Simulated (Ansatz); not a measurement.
# Nb: properties at the relaxed cell

An exercise on one series of results from a longer session: the logs are not shown, and one member is left open.

The COD entry's cell or inner coordinates are ideal or old and differ from later refinements, so a difference from it is no clean test against experiment.

Computed with Ansatz 0.2.0 (DFT PBE, scalar-relativistic, plane waves, PAW, unless a step's input says otherwise).

1 further run of the same task is left out (set aside as unsound or not needed).

## The system as given

Symmetry: Im-3m, No. 229, cubic system. Conventional cell: a = 3.311 Å, b = 3.311 Å, c = 3.311 Å, α = 90.00°, β = 90.00°, γ = 90.00°. Nb (site symmetry m-3m) has 8 Nb at 2.87 Å as nearest neighbours.

As a file:

```xyz
1
Lattice="-1.6556 1.6556 1.6556 1.6556 -1.6556 1.6556 1.6556 1.6556 -1.6556" Properties=species:S:1:pos:R:3 pbc="T T T"
Nb    0.0000    0.0000    0.0000
```

This cell was relaxed beforehand with the same method: volume 18.15 Å³/atom, gap on the mesh none (metal).

Set-up of the first run:

Contents of input.yaml:

```yaml
crystal:
  lattice:
    - [-1.6555580009, 1.6555580009, 1.6555580009]
    - [1.6555580009, -1.6555580009, 1.6555580009]
    - [1.6555580009, 1.6555580009, -1.6555580009]
  atoms:
    - { symbol: Nb, position: [0.0, 0.0, 0.0] }
basis:
  ecutwfc: 420
kpoints:
  mp_grid: { grid: [18, 18, 18] }
  band_path:
    path:
      - [[0.0, 0.0, 0.0], [0.5, -0.5, 0.5], [0.0, 0.0, 0.5], [0.0, 0.0, 0.0], [0.25, 0.25, 0.25], [0.5, -0.5, 0.5]]
      - [[0.25, 0.25, 0.25], [0.0, 0.0, 0.5]]
    npoints: 14
hamiltonian:
  xc: pbe
scf:
  occupations: { method: gaussian, width: 0.1 }
  n_extra_bands: 6
output:
  forces: true
  stress: true
  eigenvalues: true
  populations: true
  dos: { projected: true, de: 0.02, nscf_kmesh: { grid: [27, 27, 27] } }
  bader: true
  write_density: true
  write_potential: true
  elf: true
  volumetric_format: npy
```

Run with:

```sh
$ ansatz run input.yaml --threads 1 --pin off --max-ram 2560MiB --backend cpu --events-out ev --progress --plain --runs-dir out
```

Steps of the session up to this table: Static run: bands, density of states and charges; Volume × 0.97; Point at V/V0 = 1.03; Volume × 0.94; Volume × 1.06.

One table of the session follows, with a row left open; its other results are not shown here.

It belongs to the step «Energy against volume». 

| volume (Å³/atom) | energy above the lowest point (meV/atom) | pressure (GPa) |
| --- | --- | --- |
| 17.062 | 37.3 | 11.63 |
| 17.606 | 8.8 | 5.42 |
| 18.151 | 0.0 | 0.00 |
| 18.695 | ? | ? |
| 19.240 | 31.6 | -8.87 |

Estimate the missing values for volume (Å³/atom) = 18.695.

Worked estimate for «energy above the lowest point (meV/atom)». A straight line through the neighbours (18.151, 0.0) and (19.240, 31.6) gives 0.0 + (31.6 − 0.0) × (18.695 − 18.151) / (19.240 − 18.151) = 15.8; a parabola fitted to 3 rows on both sides gives 7.6.

**Answer.** energy above the lowest point (meV/atom): 8.3; pressure (GPa): -4.73. In «energy above the lowest point (meV/atom)» the line misses by +7.5 and the parabola by -0.7.
